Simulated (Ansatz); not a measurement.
## Relaxing Cl in the diamond type

First guess:

```yaml
crystal:
  lattice:
    - [0.00000, 2.23228, 2.23228]
    - [2.23228, 0.00000, 2.23228]
    - [2.23228, 2.23228, 0.00000]
  atoms:
    - { symbol: Cl, position: [0.00000, 0.00000, 0.00000] }
    - { symbol: Cl, position: [0.25000, 0.25000, 0.25000] }
```

Computed with DFT, PBE, PAW with Ansatz's default frozen-core files, scalar-relativistic in Ansatz 0.2.0.

Cell and atoms relax within the symmetry of the start on a 14×14×14 k mesh with 0.08 eV Fermi–Dirac smearing.

The start is built from a prototype, known or not as a phase of this compound; the cutoff is 420 eV.

(1) What is the pressure of the first guess?

(2) What does it relax to?

(3) How much energy does the relaxation release?

Answers

(1) 163.0 GPa.

(2) a = 6.472 Å, b = 6.472 Å, c = 6.472 Å, α = 90.00°, β = 90.00°, γ = 90.00° (conventional cell), 33.88 Å³ per atom:
```
CELL_PARAMETERS angstrom
0.00000 3.23585 3.23585
3.23585 0.00000 3.23585
3.23585 3.23585 0.00000
ATOMIC_POSITIONS crystal
Cl 0.00000 0.00000 0.00000
Cl 0.25000 0.25000 0.25000
```

(3) 5142 meV/atom.
